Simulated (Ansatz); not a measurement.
The system is Ge.

```
Ge
1.0
     3.99759    0.00000    0.00000
    -1.99879    3.46201    0.00000
     0.00000    0.00000    6.59938
Ge
4
Cartesian
  0.0000 2.3080 6.1843
  1.9988 1.1540 2.8846
  0.0000 2.3080 3.7148
  1.9988 1.1540 0.4151
```

This isn't the form of Ge at room conditions, which is diamond.

```yaml
Program: Ansatz 0.2.0
Task: relaxation of cell and atoms
Functional: RPBE
Potentials_or_basis: Ansatz PAW
Cutoff: "420 eV (not typed: the program's choice for these potentials)"
k_mesh: 6 × 6 × 3
Occupations: fermi-dirac, width 0.05 eV
Spin: no spin polarisation
```

At the start: volume 22.83 Å³/atom.

**Question.** Where does the relaxation end?

**Answer.** It ends after 5 steps and the volume is 24.63 Å³/atom (+7.9 %); space group P6_3/mmc (No. 194, to 0.05 Å).

Step by step:
```
step  energy change (eV)  largest force (eV/Å)  volume (Å³)
   1              0.0000                0.0249        91.33
   2             -0.0973                0.0325        96.99
   3             -0.1011                0.0202        98.39
   4             -0.1013                0.0031        98.53
   5             -0.1027                0.0031        98.53
```

Final structure:
```
Ge
1.0
     4.10653    0.00000    0.00000
    -2.05326    3.55636    0.00000
     0.00000    0.00000    6.74653
Ge
4
Direct
  0.33333 0.66667 0.93741
  0.66667 0.33333 0.43741
  0.33333 0.66667 0.56259
  0.66667 0.33333 0.06259
```

Caveat: the plane-wave basis is chosen anew once the cell has moved, so the energies of steps on either side of that aren't comparable; the PAW data sets come from PBE, with cores solved anew for the run's functional, which leaves a small shift of forces and pressure.
